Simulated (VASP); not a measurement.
Crystal: C.

```
CELL_PARAMETERS angstrom
2.52210 0.00000 0.00000
-1.26105 2.18420 0.00000
0.00000 0.00000 8.23710
ATOMIC_POSITIONS crystal
C 0.66667 0.33333 0.84375
C 0.33333 0.66667 0.34375
C 0.66667 0.33333 0.65625
C 0.33333 0.66667 0.15625
C 0.00000 0.00000 0.90625
C 0.00000 0.00000 0.40625
C 0.00000 0.00000 0.59375
C 0.00000 0.00000 0.09375
```

This is a hexagonal form of diamond, not graphite.

Base run:

* Program: VASP 6.6.1
* Functional: AM05
* Potentials or basis: VASP PAW PBE potentials, release 64 (C)
* Cutoff: 520 eV
* k mesh: 12 × 12 × 4
* Occupations: fermi-dirac, width 0.05 eV
* Spin: no spin polarisation

Its results: band gap on the k mesh 4.29 eV, indirect (least direct gap 5.10 eV).

Question: The run is repeated on the same cell with these changes: functional from AM05 to PW91. What comes out?

Answer: Band gap on the k mesh 4.46 eV, indirect (least direct gap 5.21 eV).
